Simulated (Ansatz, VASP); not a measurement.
# One calculation of Ru, two programs

```
Ru
1.0
     2.63252    0.00000    0.00000
    -1.31626    2.27983    0.00000
     0.00000    0.00000    4.17205
Ru
2
Direct
  0.33333 0.66667 0.25000
  0.66667 0.33333 0.75000
```

Alike in both runs: functional PBEsol; k mesh 18 × 18 × 10; occupations fermi-dirac, width 0.05 eV; no spin polarisation.

Ansatz relaxed the structure, and its values are those at the end. VASP's run is a single point on that final structure, the one shown.

|  | VASP | Ansatz |
| --- | --- | --- |
| version | VASP 6.6.1 | Ansatz 0.2.0 |
| potentials or method | VASP PAW PBE potentials, release 64 (Ru_pv) | PAW with Ansatz's default frozen-core files, scalar-relativistic |
| plane-wave cutoff (eV) | 520 | 420 |
| valence electrons in the cell | 28 | 32 |

|  | VASP | Ansatz | Ansatz less VASP |
| --- | --- | --- | --- |
| pressure (GPa) | 25.0 | 24.9 | -0.12 |

The functional is the same, so the differences come from potentials, cutoffs and numerics. The two sets of potentials don't hold the same shells in valence.

Caveats: so large a pressure means that the cell lies far from this level's equilibrium, or that cutoff or potentials fall short (VASP); the potentials were made for another functional, which shifts forces and pressure (VASP).
